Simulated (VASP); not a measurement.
Set up this calculation in VASP 6.6.1, as the native input.

| Item | Value |
| --- | --- |
| Task | band structure |
| Functional | PBE |
| Potentials or basis | VASP PAW PBE potentials, release 54 (Sb, Mg) |
| Cutoff | 500 eV |
| k mesh | 7 × 7 × 4 |
| Occupations | fermi-dirac, width 0.05 eV |
| Spin | no spin polarisation |
| Further INCAR settings | ALGO = Normal; EDIFF = 1e-06 |

The structure of Mg3Sb2 lies in POSCAR:

```
Mg3Sb2
1.0
    4.5820000000      0.0000000000      0.0000000000
   -2.2910000000      3.9681284001      0.0000000000
    0.0000000000      0.0000000000      7.2440000000
Sb Mg
2 3
Direct
    0.6666666667      0.3333333333      0.7650000000
    0.3333333333      0.6666666667      0.2350000000
    0.0000000000      0.0000000000      0.0000000000
    0.6666666667      0.3333333333      0.3700000000
    0.3333333333      0.6666666667      0.6300000000
```

These files were run (other wordings do the same):

INCAR

```
PREC = Accurate ; ENCUT = 500
EDIFF = 1E-6 ; ISMEAR = -1
SIGMA = 0.05 ; LREAL = False
LASPH = True ; NELM = 60
ALGO = Normal ; ISIF = 2
LWAVE = False ; LCHARG = False
GGA = PE
```

KPOINTS

```
Automatic mesh
0
Gamma
  7 7 4
```

KPOINTS_OPT

```
path GMKGALHA,LM,KH
20
line-mode
reciprocal
 0.0000000000  0.0000000000  0.0000000000  G
 0.5000000000  0.0000000000  0.0000000000  M

 0.5000000000  0.0000000000  0.0000000000  M
 0.3333333333  0.3333333333  0.0000000000  K

 0.3333333333  0.3333333333  0.0000000000  K
 0.0000000000  0.0000000000  0.0000000000  G

 0.0000000000  0.0000000000  0.0000000000  G
 0.0000000000  0.0000000000  0.5000000000  A

 0.0000000000  0.0000000000  0.5000000000  A
 0.5000000000  0.0000000000  0.5000000000  L

 0.5000000000  0.0000000000  0.5000000000  L
 0.3333333333  0.3333333333  0.5000000000  H

 0.3333333333  0.3333333333  0.5000000000  H
 0.0000000000  0.0000000000  0.5000000000  A

 0.5000000000  0.0000000000  0.5000000000  L
 0.5000000000  0.0000000000  0.0000000000  M

 0.3333333333  0.3333333333  0.0000000000  K
 0.3333333333  0.3333333333  0.5000000000  H
```

Potentials or basis: VASP PAW PBE potentials, release 54 (Sb, Mg).

Launch:

```sh
$ cat potpaw_PBE.54/Sb/POTCAR potpaw_PBE.54/Mg/POTCAR > POTCAR
$ mpirun -np 1 vasp_std > vasp.out
```

Results of the run:

```json
{"Pressure": "1.0 GPa", "Largest force": "0.498 eV/Å", "Band gap on the k mesh": "0.34 eV, indirect (least direct gap 1.17 eV)", "Band gap along the path": "0.27 eV, indirect (least direct gap 1.17 eV)"}
```

Caveat: spin-orbit coupling is left out, which moves the levels of the heavy elements.

Wall time 68 s on 1 thread of Intel(R) Xeon(R) 6975P-C (Granite Rapids), on a shared host, peak memory 0.29 GiB.
